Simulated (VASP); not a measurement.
# AlN (P6_3mc) in VASP: a series of runs, part 2 of 2

VASP 6.6.1. Earlier steps stand in the parts before.

### Step 4. Relaxation of cell and atoms, PBE

This run uses another cell than the first one, of 10.45 Å³/atom, 0.982 times its volume.

Contents of INCAR:

```
PREC = Accurate
ENCUT = 600
EDIFF = 1E-6
ISMEAR = 0
SIGMA = 0.02
LREAL = F
LASPH = T
NELM = 60
ALGO = Normal
ISIF = 3
LWAVE = F
LCHARG = F
GGA = PE
IBRION = 2
NSW = 100
EDIFFG = -0.005
```

Contents of KPOINTS:

```
Automatic mesh
0
Gamma
  9 9 6
```

Contents of POSCAR:

```
AlN
1.0
    3.1130000000      0.0000000000      0.0000000000
   -1.5565000000      2.6959370820      0.0000000000
    0.0000000000      0.0000000000      4.9810000000
Al N
2 2
Direct
    0.3333333333      0.6666666667      0.0000000000
    0.6666666667      0.3333333333      0.5000000000
    0.3333333333      0.6666666667      0.3800000000
    0.6666666667      0.3333333333      0.8800000000
```

Potentials or basis: VASP PAW PBE potentials, release 64 (Al, N).

Command:

```
$ cat potpaw_PBE.64/Al/POTCAR potpaw_PBE.64/N/POTCAR > POTCAR
$ mpirun -np 1 vasp_std > vasp.out
```

OUTCAR:

```text
PREC = Accurate
   ENCUT = 600
   EDIFF = 1E-6
   ISMEAR = 0
   LREAL = F
   LASPH = T
   NELM = 60
   ISIF = 3
   GGA = PE
   IBRION = 2
   NSW = 100
   EDIFFG = -0.005

 ion  position               nearest neighbor table
   1  0.333  0.667  0.000-   3 1.89   4 1.89   4 1.89   4 1.89   2 3.07   2 3.07   2 3.07   2 3.07
                             2 3.07   2 3.07
   2  0.667  0.333  0.500-   4 1.89   3 1.89   3 1.89   3 1.89   1 3.07   1 3.07   1 3.07   1 3.07
                             1 3.07   1 3.07
   3  0.333  0.667  0.380-   1 1.89   2 1.89   2 1.89   2 1.89
   4  0.667  0.333  0.880-   2 1.89   1 1.89   1 1.89   1 1.89

  LATTYP: Found a hexagonal cell.
 ALAT       =     3.1130000000
 C/A-ratio  =     1.6000642467

  Lattice vectors:

 A1 = (   3.1130000000,   0.0000000000,   0.0000000000)
 A2 = (  -1.5565000000,   2.6959370820,   0.0000000000)
 A3 = (   0.0000000000,   0.0000000000,   4.9810000000)

Analysis of symmetry for initial positions (statically):
=====================================================================
 Subroutine PRICEL returns:
 Original cell was already a primitive cell.

 Routine SETGRP: Setting up the symmetry group for a
 hexagonal supercell.

 Subroutine GETGRP returns: Found 12 space group operations
 (whereof  6 operations were pure point group operations)
 out of a pool of 24 trial point group operations.

The static configuration has the point symmetry C_3v.
 The point group associated with its full space group is C_6v.

Analysis of symmetry for dynamics (positions and initial velocities):
=====================================================================
 Subroutine PRICEL returns:
 Original cell was already a primitive cell.

 Routine SETGRP: Setting up the symmetry group for a
 hexagonal supercell.

 Subroutine GETGRP returns: Found 12 space group operations
 (whereof  6 operations were pure point group operations)
 out of a pool of 24 trial point group operations.

[... 148 lines left out ...]

 Free energy of the ion-electron system (eV)
  ---------------------------------------------------
  ext. energy  EPLUGINS =         0.00000000
  ---------------------------------------------------
  free energy    TOTEN  =       -29.77429861 eV

  energy without entropy =      -29.77429861  energy(sigma->0) =      -29.77429861

------------------------ aborting loop because EDIFF is reached ----------------------------------------

  FORCE on cell =-STRESS in cart. coord.  units (eV):
  Direction    XX          YY          ZZ          XY          YZ          ZX
  --------------------------------------------------------------------------------------
  -------------------------------------------------------------------------------------
  Total        0.7296291      0.7296291      1.1615584      0.0000000      0.0000000      0.0000000
  in kB       27.9645161     27.9645161     44.5190837      0.0000000      0.0000000      0.0000000
  external PRESSURE =      33.4827053 kB  Pullay stress =       0.0000000 kB
[... 63 lines left out ...]
--------------------------------------- Ionic step        3  -------------------------------------------

 number of electron      15.9999999 magnetization

 Free energy of the ion-electron system (eV)
  ---------------------------------------------------
  ext. energy  EPLUGINS =         0.00000000
  ---------------------------------------------------
  free energy    TOTEN  =       -29.78260816 eV

  energy without entropy =      -29.78260816  energy(sigma->0) =      -29.78260816

 E-fermi :   6.0866     XC(G=0): -10.8355

 val. band max:        5.9763552413   @ k =   0.0000   0.0000   0.0000
 cond. band min:      10.0415273824   @ k =   0.0000   0.0000   0.0000
 fundamental gap:      4.0651721411
 Fermi energy:         6.0866153802

 k-point     1 :       0.0000    0.0000    0.0000
  band No.  band energies     occupation
      1      -9.0972      2.00000
      2      -7.0120      2.00000
      3       0.0645      2.00000
      4       5.1407      2.00000
      5       5.1407      2.00000
      6       5.7815      2.00000
      7       5.7815      2.00000
      8       5.9764      2.00000
      9      10.0415      0.00000
     10      12.5146      0.00000
     11      16.4474      0.00000
     12      17.0311      0.00000
[... 331 lines left out ...]
 k-point    24 :       0.3333    0.3333    0.1667
  band No.  band energies     occupation
      1      -6.6486      2.00000
      2      -6.6486      2.00000
      3       1.3623      2.00000
      4       1.8477      2.00000
      5       1.8477      2.00000
      6       3.3340      2.00000
      7       4.1270      2.00000
      8       4.1270      2.00000
      9      11.4144      0.00000
     10      14.2133      0.00000
     11      14.9916      0.00000
     12      14.9916      0.00000

 [... further k-points ...]

------------------------ aborting loop because EDIFF is reached ----------------------------------------

  FORCE on cell =-STRESS in cart. coord.  units (eV):
  Direction    XX          YY          ZZ          XY          YZ          ZX
  --------------------------------------------------------------------------------------
  -------------------------------------------------------------------------------------
  Total        0.0187503      0.0187503     -0.0197914      0.0000000     -0.0000000      0.0000000
  in kB        0.7068822      0.7068822     -0.7461318      0.0000000     -0.0000000      0.0000000
  external PRESSURE =       0.2225442 kB  Pullay stress =       0.0000000 kB
[... 19 lines left out ...]
  FREE ENERGIE OF THE ION-ELECTRON SYSTEM (eV)
  ---------------------------------------------------
  free  energy   TOTEN  =       -29.7826081592 eV

  energy  without entropy=      -29.7826081592  energy(sigma->0) =      -29.78260816

 reached required accuracy - stopping structural energy minimisation
```

It took 33 s on 1 thread of AMD EPYC 9R45 (Zen 5), shared host; peak memory 0.16 GiB.

Results:

```
Free energy                            : -29.7826 eV
Relaxed volume                         : 10.62 Å³/atom
Relaxed cell                           : a = 3.127 Å, b = 3.127 Å, c = 5.018 Å, α = 90.00°, β = 90.00°, γ = 120.00°
Space group after relaxing (to 0.05 Å) : P6_3mc (No. 186)
Energy gained by relaxing              : 2.1 meV/atom
Ionic steps                            : 3
Pressure after relaxing                : 0.0 GPa
Largest force after relaxing           : 0.004 eV/Å
Band gap on the k mesh                 : 4.07 eV, direct
```

Forces on the atoms (eV/Å):
```
Al   0.000  0.000 -0.004
Al   0.000  0.000 -0.004
N    0.000  0.000  0.004
N    0.000  0.000  0.004
```

The path:
```csv
step,energy change (eV),largest force (eV/Å),pressure (GPa),volume (Å³)
1,0.0000,0.1290,3.35,41.80
2,-0.0017,0.0910,-2.80,43.14
3,-0.0083,0.0042,0.02,42.50
```

Final structure:
```
Al N
1.0
     3.12734    0.00000    0.00000
    -1.56367    2.70836    0.00000
     0.00000    0.00000    5.01754
Al N
2 2
Direct
  0.33333 0.66667 0.99934
  0.66667 0.33333 0.49934
  0.33333 0.66667 0.38066
  0.66667 0.33333 0.88066
```

Caveat: an odd mesh through Γ misses points on the zone boundary, where band edges often lie. PBE usually gives volumes a little too large and moduli too small.

### Step 5. Single point, PBE (cell and atoms relaxed tightly for response)

Contents of INCAR:

```
SYSTEM = AlN
PREC = Accurate
ENCUT = 520
EDIFF = 1E-6
ISMEAR = 0
SIGMA = 0.01
LREAL = .False.
LASPH = .True.
NELM = 80
ALGO = Normal
ISIF = 2
LWAVE = .False.
LCHARG = .False.
GGA = PE
NBANDS = 16
```

Contents of KPOINTS:

```
regular mesh
0
Gamma
  9 9 6
  0 0 0
```

Contents of POSCAR:

```
AlN
1.0
    3.1302455680      0.0000000000      0.0000000000
   -1.5651227840      2.7108721819      0.0000000000
    0.0000000000      0.0000000000      5.0179604227
Al N
2 2
Direct
    0.3333333333      0.6666666667     -0.0007713538
    0.6666666667      0.3333333333      0.4992286462
    0.3333333333      0.6666666667      0.3807713538
    0.6666666667      0.3333333333      0.8807713538
```

Potentials or basis: VASP PAW PBE potentials, release 64 (Al, N).

Command:

```
$ cat potpaw_PBE.64/Al/POTCAR potpaw_PBE.64/N/POTCAR > POTCAR
$ mpirun -np 1 vasp_std > vasp.out
```

OUTCAR:

```text
SYSTEM = AlN
   PREC = Accurate
   ENCUT = 520
   EDIFF = 1E-6
   ISMEAR = 0
   LREAL = .False.
   LASPH = .True.
   NELM = 80
   ISIF = 2
   GGA = PE

 ion  position               nearest neighbor table
   1  0.333  0.667  0.999-   4 1.90   4 1.90   4 1.90   3 1.91   2 3.09   2 3.09   2 3.09   2 3.09
                             2 3.09   2 3.09
   2  0.667  0.333  0.499-   3 1.90   3 1.90   3 1.90   4 1.91   1 3.09   1 3.09   1 3.09   1 3.09
                             1 3.09   1 3.09
   3  0.333  0.667  0.381-   2 1.90   2 1.90   2 1.90   1 1.91
   4  0.667  0.333  0.881-   1 1.90   1 1.90   1 1.90   2 1.91

[... 662 lines left out ...]
  -------------------------------------------------------------------------------------
  Total       -0.0732373     -0.0732373     -0.0558887      0.0000000      0.0000000     -0.0000000
  in kB       -2.7556782     -2.7556782     -2.1029055      0.0000000      0.0000000     -0.0000000
  external PRESSURE =      -2.5380873 kB  Pullay stress =       0.0000000 kB

 VOLUME and BASIS-vectors are now :
 -----------------------------------------------------------------------------
  energy-cutoff  :      520.00
  volume of cell :       42.58
      direct lattice vectors                 reciprocal lattice vectors
     3.130245568  0.000000000  0.000000000     0.319463754  0.184442484  0.000000000
    -1.565122784  2.710872182  0.000000000     0.000000000  0.368884969  0.000000000
     0.000000000  0.000000000  5.017960423     0.000000000  0.000000000  0.199284154

 POSITION                                       TOTAL-FORCE (eV/Angst)
 -----------------------------------------------------------------------------------
     -0.00000      1.80725      5.01409         0.000000     -0.000000      0.000637
      1.56512      0.90362      2.50511        -0.000000     -0.000000      0.000637
     -0.00000      1.80725      1.91070        -0.000000     -0.000000     -0.000637
      1.56512      0.90362      4.41968        -0.000000      0.000000     -0.000637
 -----------------------------------------------------------------------------------
    total drift:                               -0.000000     -0.000000      0.000504

  FREE ENERGIE OF THE ION-ELECTRON SYSTEM (eV)
  ---------------------------------------------------
  free  energy   TOTEN  =       -29.7804869342 eV

  energy  without entropy=      -29.7804869342  energy(sigma->0) =      -29.78048693
```

OSZICAR:

```text
N       E                     dE             d eps       ncg     rms          rms(c)
DAV:   1     0.420686069070E+02    0.42069E+02   -0.72926E+03  1536   0.891E+02
DAV:   2    -0.308038108229E+02   -0.72872E+02   -0.67023E+02  2144   0.186E+02
DAV:   3    -0.344338916452E+02   -0.36301E+01   -0.36201E+01  1904   0.431E+01
DAV:   4    -0.344564635940E+02   -0.22572E-01   -0.22570E-01  1936   0.384E+00
DAV:   5    -0.344567573574E+02   -0.29376E-03   -0.29376E-03  1864   0.442E-01    0.121E+01
DAV:   6    -0.297653931876E+02    0.46914E+01   -0.10676E+01  1840   0.236E+01    0.411E+00
DAV:   7    -0.297922738063E+02   -0.26881E-01   -0.65889E-01  1640   0.571E+00    0.292E+00
DAV:   8    -0.297851863369E+02    0.70875E-02   -0.62280E-02  1712   0.230E+00    0.621E-01
DAV:   9    -0.297799243518E+02    0.52620E-02   -0.12481E-02  2016   0.825E-01    0.252E-01
DAV:  10    -0.297805724165E+02   -0.64806E-03   -0.24329E-03  1648   0.307E-01    0.137E-01
DAV:  11    -0.297804838892E+02    0.88527E-04   -0.18694E-04  1744   0.105E-01    0.344E-02
DAV:  12    -0.297804871132E+02   -0.32240E-05   -0.12583E-05  1688   0.283E-02    0.722E-03
DAV:  13    -0.297804869342E+02    0.17901E-06   -0.45571E-06  1824   0.163E-02
   1 F= -.29780487E+02 E0= -.29780487E+02  d E =-.212084E-27
```

stdout:

```text
POSCAR found type information on POSCAR AlN
 POSCAR found :  2 types and       4 ions
 scaLAPACK will be used
 LDA part: xc-table for (Slater+PW92), standard interpolation
 POSCAR, INCAR and KPOINTS ok, starting setup
 FFT: planning ... GRIDC
 FFT: planning ... GRID_SOFT
 FFT: planning ... GRID
 WAVECAR not read
 entering main loop
```

Run time: 16 s. Hardware: 1 thread of AMD EPYC 9R45 (Zen 5), shared host; peak memory 0.14 GiB.

Results:

* Free energy: -29.7805 eV
* Pressure: -0.3 GPa
* Band gap on the k mesh: 4.04 eV, direct

### Step 6. The runs side by side

| task | cell | cutoff (eV) | smearing | gap on the mesh (eV) | pressure (GPa) |
| --- | --- | --- | --- | --- | --- |
| single point | P6_3mc, 10.65 Å³/atom | 520 | gaussian 0.01 eV | 4.04 | -0.3 |
| single point | P6_3mc, 10.65 Å³/atom | 520 | gaussian 0.02 eV | 4.04 | -0.3 |
| relaxation of cell and atoms | relaxed | 600 | gaussian 0.02 eV | 4.07 | 0.0 |
| single point | cell and atoms relaxed tightly for response | 520 | gaussian 0.01 eV | 4.04 | -0.3 |

Alike in all rows: level PBE; potentials or basis VASP PAW PBE potentials, release 64 (Al, N); no spin polarisation; k mesh 9 × 9 × 6.

Caveats: an odd mesh through Γ misses points on the zone boundary, where band edges often lie (some runs).

Absolute energies hang on the potentials; compare differences alone.

### Step 7. Against experiment

Step 2. Measured gap of AlN: 6.0343 eV (an exciton energy, a little under the gap; 0 K; quoted in “Structural and optical properties of self-assembled AlN nanowires grown on SiO2/Si substrates by molecular beam epitaxy”, 2024, arxiv:2402.00216). This calculation gives 4.04 eV (-1.99 eV). 2 values of this kind are on record (6.034 to 6.0343 eV); this one was drawn at random. The value is that of PBE, without temperature or zero-point motion. Semilocal functionals fall short of measured gaps as a rule.

Step 3. A measured gap of AlN is 6.034 eV (an exciton energy, a little under the gap; 10 K; quoted in “Self-assembly of well-separated AlN nanowires directly on sputtered metallic TiN films”, 2019, arxiv:1910.07391); the calculated 4.04 eV misses it by -1.99 eV. 2 values of this kind are on record (6.034 to 6.0343 eV); this one was drawn at random. The value is that of PBE, without temperature or zero-point motion. Semilocal functionals fall short of measured gaps as a rule.
